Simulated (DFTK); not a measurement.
Wanted: the native input for a DFTK 0.8.2 run.

```
Task                         : single point
Functional                   : PBE0
Potentials or basis          : SG15 1.2 (PBE)
Cutoff                       : 1225 eV
k mesh                       : 2 × 2 × 2
Occupations                  : fermi-dirac, width 0.05 eV
Spin                         : no spin polarisation
Valence electrons            : C 4, Ti 12
SCF tolerance on the density : 1e-05
Symmetries used              : no
```

The system is TiC.

```
Ti C
1.0
     0.00000    2.16572    2.16572
     2.16572    0.00000    2.16572
     2.16572    2.16572    0.00000
Ti C
1 1
Direct
  0.00000 0.00000 0.00000
  0.50000 0.50000 0.50000
```

The cell is a database's computed one.

One way to write it, as run:

run.jl

```julia
using DFTK
using PseudoPotentialData
using Unitful, UnitfulAtomic
using LinearAlgebra, Printf
include("save.jl")
disable_threading()

# lattice vectors are the columns
lattice = austrip(1u"Å") * [           0.0   2.1657188437   2.1657188437;
             2.1657188437            0.0   2.1657188437;
             2.1657188437   2.1657188437            0.0]
symbols   = [:Ti, :C]
positions = [[0.0, 0.0, 0.0],
             [0.5, 0.5, 0.5]]
pseudopotentials = Dict(:C => "C.upf", :Ti => "Ti.upf")
elements = Dict(s => ElementPsp(s, pseudopotentials; rcut=10.0) for s in unique(symbols))
atoms    = [elements[s] for s in symbols]

build_model(lattice, positions; symmetries=false) =
    model_DFT(lattice, atoms, positions;
              functionals=PBE0(),
              temperature=austrip(0.05u"eV"),
              smearing=Smearing.FermiDirac(),
              symmetries)
Ecut  = 45.0  # hartree
kgrid = [2, 2, 2]
tol   = 1e-5
to_GPa = ustrip(uconvert(u"GPa", 1u"hartree/bohr^3"))

model = build_model(lattice, positions)
basis = PlaneWaveBasis(model; Ecut, kgrid, use_symmetries_for_kpoint_reduction=false)
display(basis)
# start from PBE orbitals
model_pbe  = model_DFT(model.lattice, atoms, model.positions; functionals=PBE(), model.temperature, model.smearing, symmetries=false)
basis_pbe  = PlaneWaveBasis(model_pbe; Ecut, kgrid, basis.fft_size, use_symmetries_for_kpoint_reduction=false)
scfres_pbe = self_consistent_field(basis_pbe; tol=1e-4, nbandsalg=AdaptiveBands(model_pbe; n_bands_converge=13))
scfres = self_consistent_field(basis;
                               tol,
                               nbandsalg=AdaptiveBands(model; n_bands_converge=13),
                               scfres_pbe.ρ,
                               scfres_pbe.ψ,
                               scfres_pbe.occupation,
                               scfres_pbe.eigenvalues,
                               solver=ScfDampingSolver(),
                               exxalg=AceExx(; sketch_with_extra_orbitals=true))
display(scfres.energies)
@printf "Fermi level: %.6f eV\n" ustrip(auconvert(u"eV", something(scfres.εF, NaN)))
forces = compute_forces_cart(scfres)
println("Forces (eV/Å)")
for (s, f) in zip(symbols, forces)
    @printf "%-3s %12.6f %12.6f %12.6f\n" s ustrip.(auconvert.(u"eV/Å", f))...
end
println("Levels at the first k-point (eV): ", round.(ustrip.(auconvert.(u"eV", scfres.eigenvalues[1][1:scfres.n_bands_converge])); digits=4))
save_scf!(scfres; forces)
```

Potentials or basis: SG15 1.2 (PBE).

Run with:

```bash
$ julia --threads=1 run.jl  # save.jl only writes the numbers to a file and isn't shown; printed stress counts tension as positive; times include loading and compiling
```

Wall time 9.7 min on 1 thread of Intel(R) Xeon(R) 6975P-C (Granite Rapids), on a shared host, peak memory 1.7 GiB.
